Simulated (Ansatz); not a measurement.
Ag: pressure against volume scale

Results calculated with Ansatz 0.2.0, not measured. Periodic Kohn-Sham DFT of a crystal at fixed atoms, scaled to volume_scale times the given cell; pressure positive in compression, energy less spherical unpolarised free atoms, largest_vzz the field gradient of largest size among the nuclei.

The cell before it is scaled or strained (space group Fm-3m, No. 225):
```
cell vectors (Å)
   0.0000     2.0431     2.0431
   2.0431     0.0000     2.0431
   2.0431     2.0431     0.0000
atoms (fractions of the cell vectors)
Ag  0.00000  0.00000  0.00000
```

Settings of every row: method all-electron PAW; functional PBE; relativity scalar; k mesh 15x15x15; filling fermi-dirac; smearing width 0.05 eV; nucleus gaussian.

Atom start moment: 0 on all atoms.

| row | volume scale | V (Å³/atom) | pressure (GPa) |
| --- | --- | --- | --- |
| 1 | 0.94 | 16.033 | 13.08 |
| 2 | 0.96 | 16.375 | 9.863 |
| 3 | 0.98 | 16.716 | ? |
| 4 | 0.99 | 16.886 | 5.748 |
| 5 | 1.01 | 17.227 | 3.412 |
| 6 | 1.02 | 17.398 | 2.353 |
| 7 | 1.04 | 17.739 | 0.439 |

Question: what pressure should row 3 give?

Worked fit of pressure. Take u = (V_r/V)^(2/3) − 1 with V_r = 17.056 Å³ an atom, which is twice the finite (Eulerian) strain; such expansions in the strain, on which the Birch-Murnaghan equation of state is built, carry the rest volume and the bulk modulus. The shown rows have u = 0.0421, 0.02754, 0.0067, -0.00663, -0.01315, -0.02584. Least squares give pressure = 4.546 + 175.185 × u + 638.48 × u² + 365 × u³ GPa; a parabola predicts inner rows, each left out in turn, worse (root mean square 0.0047 against 0.0016 GPa). The rows lie off it by 0.000, 0.001, -0.001, 0.000, 0.001, 0.000. The withheld row has u = 0.01351, so the fit gives 4.546 + 175.185 × (0.01351) + 638.48 × (0.01351)² + 365 × (0.01351)³ = 7.030 GPa.

The calculation gave 7.034 GPa. The fit lies 0.004 GPa (0.032 % of the column's range) below it; its largest miss of a shown row is 0.001 GPa.
